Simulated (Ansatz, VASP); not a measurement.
## CdS: VASP beside Ansatz

The input INCAR:

```
ALGO     = Normal         # electronic algorithm
EDIFF    = 1E-6           # SCF threshold, eV
ENCUT    = 520            # plane-wave cutoff, eV
GGA      = PE             # functional
ISIF     = 2              # what is computed and relaxed
ISMEAR   = 0              # smearing method
LASPH    = True           # aspherical terms in the spheres
LCHARG   = True           # write CHGCAR
LELF     = True           # ELF
LREAL    = False          # projectors in reciprocal space
LVHAR    = True         
LWAVE    = False          # write WAVECAR
NBANDS   = 26             # bands
NELM     = 80             # most SCF steps
PREC     = Accurate       # precision mode
SIGMA    = 0.01           # smearing width, eV
```

File KPOINTS:

```
k-points
0
Gamma
  6 6 4
```

POSCAR

```
CdS
1.0
    4.1965508358      0.0000000000      0.0000000000
   -2.0982754179      3.6343196321      0.0000000000
    0.0000000000      0.0000000000      6.8277066065
Cd S
2 2
Direct
    0.3333333333      0.6666666667     -0.0007933861
    0.6666666667      0.3333333333      0.4992066139
    0.3333333333      0.6666666667      0.3757933861
    0.6666666667      0.3333333333      0.8757933861
```

Input for Ansatz:

```yaml
crystal:
  lattice:
    - [4.1965508358, 0.0, 0.0]
    - [-2.0982754179, 3.6343196321, 0.0]
    - [0.0, 0.0, 6.8277066065]
  atoms:
    - { symbol: Cd, position: [0.3333333333, 0.6666666667, -0.0007933861] }
    - { symbol: Cd, position: [0.6666666667, 0.3333333333, 0.4992066139] }
    - { symbol: S, position: [0.3333333333, 0.6666666667, 0.3757933861] }
    - { symbol: S, position: [0.6666666667, 0.3333333333, 0.8757933861] }
kpoints:
  mp_grid: { grid: [6, 6, 4] }
hamiltonian:
  xc: pbe
scf:
  occupations: { method: fixed }
  n_extra_bands: 5
output:
  forces: true
  stress: true
  eigenvalues: true
```

Alike in both runs: task single point; functional PBE; k mesh 6 × 6 × 4; no spin polarisation.

```csv
,VASP,Ansatz
version,VASP 6.6.1,Ansatz 0.2.0
potentials or method,"VASP PAW PBE potentials, release 64 (Cd, S)","plane waves, PAW"
plane-wave cutoff (eV),520,420
occupations,"gaussian, width 0.01 eV",fixed
valence electrons in the cell,36,52
```

```csv
,VASP,Ansatz,Ansatz less VASP
gap on the k mesh at the Fermi level (eV),1.11,1.11,-0.001
pressure (GPa),0.3,0.0,-0.29
```

The two sets of potentials don't hold the same shells in valence.
